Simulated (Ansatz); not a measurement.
**Bi₂Se₃: frozen normal mode**

These are results of DFT PBE, scalar-relativistic, plane waves, PAW (Ansatz 0.2.0), not measurements. Cutoff 420 eV, Γ-centred 6×6×6 k-points, Gaussian smearing of 0.05 eV. Spin–orbit coupling is left out, which matters for the heavy elements here. No spin polarisation. Energies are free energies at this smearing, counted from the undisturbed cell; pressure is positive in compression.

Zero of the scan (relaxed at this level):

```
Bi Se
1.0
     2.09366    1.20877   10.43403
    -2.09366    1.20877   10.43403
     0.00000   -2.41755   10.43403
Bi Se
2 3
Direct
  0.39559 0.39559 0.39559
  0.60441 0.60441 0.60441
  0.00000 0.00000 0.00000
  0.22103 0.22103 0.22103
  0.77897 0.77897 0.77897
```

The cell holds layers and no dispersion correction was added, so their binding is poorly described.

A zone-centre mode of this cell is frozen in: each atom moves by x times its row below, so x is the largest displacement.
```
atom ux uy uz
 Bi1  0.000  -1.000  0.000
 Bi2  0.000   1.000  0.000
 Se3  0.000   0.000  0.000
 Se4  0.000   0.764  0.000
 Se5  0.000  -0.764  0.000
```

```tsv
x (Å)	ΔE (meV/cell)	force along the mode (eV/Å)	gap on the mesh (eV)
-0.4000	172.1	0.77	0.64
-0.3000	101.7	0.63	0.66
-0.2000	47.5	0.45	0.67
-0.1000	12.5	0.24	0.68
0.0000	0.0	0.00	0.69
0.1000	13.7	-0.28	0.67
0.2000	57.5	-0.60	0.66
0.3000	135.8	-0.97	0.63
0.3500	189.4	-1.18	0.60
0.4000	253.6	-1.39	0.58
```